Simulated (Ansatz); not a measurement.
## Piezoelectric tensor of AlN at 5 GPa (stress–strain coefficients)

All numbers below come from DFT PBEsol, scalar-relativistic, plane waves, PAW (Ansatz). Plane waves to 420 eV; Γ-centred k mesh 12×12×6; fixed occupations. No spin polarisation.

The cell, relaxed at 5 GPa:
```
CELL_PARAMETERS angstrom
3.09097 0.00000 0.00000
-1.54548 2.67686 0.00000
0.00000 0.00000 4.93831
ATOMIC_POSITIONS crystal
Al 0.33333 0.66667 0.00125
Al 0.66667 0.33333 0.50125
N 0.33333 0.66667 0.38375
N 0.66667 0.33333 0.88375
```

Q: Give the relaxed-ion proper piezoelectric stress tensor e_iJ (C/m², Voigt columns xx yy zz yz xz xy).

A:
```
x    0.00  0.00  0.00  0.00 -0.40  0.00
y    0.00  0.00  0.00 -0.40  0.00  0.00
z   -0.73 -0.73  1.81  0.00  0.00  0.00
```
Signs follow the orientation of the cell as given.

Q: With the elastic constants (GPa, Voigt order)
```
398.5 156.8 126.0   0.0   0.0   0.0
156.8 398.5 126.0   0.0   0.0   0.0
125.9 125.9 367.1   0.0   0.0   0.0
  0.0   0.0   0.0 112.5   0.0   0.0
  0.0   0.0   0.0   0.0 112.5   0.0
  0.0   0.0   0.0   0.0   0.0 120.9
```
find the strain coefficients d = e·C⁻¹ (pC/N).

A:
```
x    0.0  0.0  0.0  0.0 -3.6  0.0
y    0.0  0.0  0.0 -3.6  0.0  0.0
z   -2.9 -2.9  6.9  0.0  0.0  0.0
```

Cost: 1 run of about 2.2 core-minutes, on Intel Xeon 6975P-C (Granite Rapids) (shared hosts).